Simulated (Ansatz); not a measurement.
**YN: a single-point run**

Wanted: a converged single-point run for YN, and a check of what comes out. The structure is shown as the input types it.

Computed with Ansatz 0.2.0 (density functional or hybrid calculation with the settings of its input, plane waves (as first typed), unless a step's input says otherwise).

6 further runs of the same task are left out: 6 that didn't finish.

## Step 1: The system as given

Symmetry: Fm-3m, No. 225, cubic system. The conventional cell has a = 4.896 Å, b = 4.896 Å, c = 4.896 Å, α = 90.00°, β = 90.00°, γ = 90.00°. Y (site symmetry m-3m) is surrounded by 6 N at 2.45 Å. N (site symmetry m-3m) has 6 Y at 2.45 Å as nearest neighbours.

The input asks for a charge of +2 e on the cell.

Coordinates:

```cif
data_structure
_symmetry_space_group_name_H-M 'P 1'
_symmetry_Int_Tables_number 1
_cell_length_a 3.4621
_cell_length_b 3.4621
_cell_length_c 3.4621
_cell_angle_alpha 60.000
_cell_angle_beta 60.000
_cell_angle_gamma 60.000
_cell_volume 29.34
loop_
_atom_site_label
_atom_site_type_symbol
_atom_site_fract_x
_atom_site_fract_y
_atom_site_fract_z
_atom_site_occupancy
Y1 Y 0.00000 0.00000 0.00000 1
N1 N 0.50000 0.50000 0.50000 1
```

## Step 2: The calculation

File input.yaml:

```yaml
crystal:
  lattice:
    - [0.0, 2.4480479756, 2.4480479756]
    - [2.4480479756, 0.0, 2.4480479756]
    - [2.4480479756, 2.4480479756, 0.0]
  atoms:
    - { symbol: "Y", position: [0.0, 0.0, 0.0] }
    - { symbol: "N", position: [0.5, 0.5, 0.5] }
kpoints:
  mp_grid: { grid: [6, 6, 6] }
hamiltonian:
  xc: pbesol
scf:
  occupations: { method: fixed }
  n_extra_bands: 4
  max_iter: 83
output:
  forces: true
  stress: true
  eigenvalues: true
total_charge: 2
```

Command:

```sh
> ansatz run input.yaml --threads 4 --pin off --max-ram 3686MiB --backend cpu --events-out ev --progress --plain --runs-dir out
```

**Question.** How will this run end, and is anything wrong with its input?

The run converged and reported no error, with warnings (band overlap at count, metallic iterate, unresolved pair at count). It gives a pressure of 90 GPa, which is large; a structure far from rest gives such values too, whatever the setting.

Look at the input: total_charge is 2. The net charge is not the one intended, so the run treats another number of electrons.

Run again and compare: delete total_charge (the default then holds).
